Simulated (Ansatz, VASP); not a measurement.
Sc: VASP beside Ansatz

INCAR

```
SYSTEM = Sc
PREC = Accurate ; ENCUT = 520
EDIFF = 1E-7 ; ISMEAR = -1
SIGMA = 0.1 ; LREAL = .False.
LASPH = .True. ; NELM = 80
ALGO = Normal ; ISIF = 2
LWAVE = .False. ; LCHARG = .False.
GGA = RE ; NBANDS = 12
```

KPOINTS

```
regular mesh
0
Gamma
  13 13 13
  0 0 0
```

Contents of POSCAR:

```
Sc
1.0
    0.0000000000      2.3055256154      2.3055256154
    2.3055256154      0.0000000000      2.3055256154
    2.3055256154      2.3055256154      0.0000000000
Sc
1
Direct
    0.0000000000      0.0000000000      0.0000000000
```

Input for Ansatz:

```yaml
crystal:
  lattice:
    - [0.0, 2.3055256154, 2.3055256154]
    - [2.3055256154, 0.0, 2.3055256154]
    - [2.3055256154, 2.3055256154, 0.0]
  atoms:
    - { symbol: Sc, position: [0.0, 0.0, 0.0] }
hamiltonian:
  xc: revpbe
  pseudopotentials:
    kind: paw
    azcp:
      Sc: "pseudopotentials/Sc.paw.azcp"
basis:
  ecutwfc: 420
  fft_grid_basis: typed
kpoints:
  mp_grid: { grid: [13, 13, 13], shift: [0, 0, 0] }
magnetization:
  spin_polarized: false
scf:
  occupations: { method: fermi_dirac, width: 0.1 }
  lower_state_search: "off"
output:
  stress: true
  write_density: true
  write_potential: true
  elf: true
  volumetric_format: npy
```

Alike in both runs: task single point; functional revPBE; k mesh 13 × 13 × 13; occupations fermi-dirac, width 0.1 eV; no spin polarisation.

```csv
,VASP,Ansatz
version,VASP 6.6.1,Ansatz 0.2.0
potentials or method,"VASP PAW PBE potentials, release 64 (Sc_sv)","plane waves (420 eV) with PAW, scalar-relativistic"
plane-wave cutoff (eV),520,420
valence electrons in the cell,11,11
```

```tsv
	VASP	Ansatz	Ansatz less VASP
pressure (GPa)	2.1	2.1	-0.03
```

With one functional, cell and mesh, what is left measures potentials, basis and numerics.

Caveats: the PAW data sets were made with another functional, which shifts forces and pressure a little (VASP).
